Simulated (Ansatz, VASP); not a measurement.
# KCl: VASP beside Ansatz

File INCAR:

```
  PREC = Accurate
  ENCUT = 520
  EDIFF = 1E-6
  ISMEAR = 0
  SIGMA = 0.05
  LREAL = False
  LASPH = True
  NELM = 80
  ALGO = Normal
  ISIF = 2
  LWAVE = False
  LCHARG = False
  GGA = PS
  NBANDS = 15
```

File KPOINTS:

```
Automatic mesh
0
Gamma
  6 6 6
```

Contents of POSCAR:

```
KCl
1.0
    0.0000000000      3.0850877500      3.1561000000
    3.2271122500      0.0000000000      3.1561000000
    3.2271122500      3.0850877500      0.0000000000
K Cl
1 1
Direct
    0.0000000000      0.0000000000      0.0000000000
    0.5000000000      0.5000000000      0.5000000000
```

Input for Ansatz:

```yaml
crystal:
  lattice:
    - [0.0, 3.08508775, 3.1561]
    - [3.22711225, 0.0, 3.1561]
    - [3.22711225, 3.08508775, 0.0]
  atoms:
    - { symbol: K, position: [0.0, 0.0, 0.0] }
    - { symbol: Cl, position: [0.5, 0.5, 0.5] }
basis:
  ecutwfc: 420
kpoints:
  mp_grid: { grid: [6, 6, 6] }
hamiltonian:
  xc: pbesol
scf:
  occupations: { method: gaussian, width: 0.05 }
output:
  forces: true
  stress: true
  eigenvalues: true
```

Change from the starting cell: strain +0.0225 x Voigt [1, -1, 0, 0, 0, 0], atoms carried along.

Alike in both runs: task single point; functional PBEsol; k mesh 6 × 6 × 6; occupations gaussian, width 0.05 eV; no spin polarisation.

|  | VASP | Ansatz |
| --- | --- | --- |
| version | VASP 6.6.1 | Ansatz 0.2.0 |
| potentials or method | VASP PAW PBE potentials, release 64 (K_sv, Cl) | scalar-relativistic, plane waves, PAW |
| plane-wave cutoff (eV) | 520 | 420 |
| valence electrons in the cell | 16 | 16 |

Ansatz gave:

```
gap on the k mesh at the Fermi level (eV)       : 4.98
least direct gap on the mesh (eV)               : 4.98
pressure (GPa)                                  : -0.5
largest component of the traceless stress (GPa) : 0.73
```

Problem. What did VASP give for the same quantities?

Solution. gap on the k mesh at the Fermi level (eV): 4.98; least direct gap on the mesh (eV): 4.98; pressure (GPa): -0.4; largest component of the traceless stress (GPa): 0.75.

Caveats: the PAW data sets were made with another functional, which shifts forces and pressure a little (VASP).
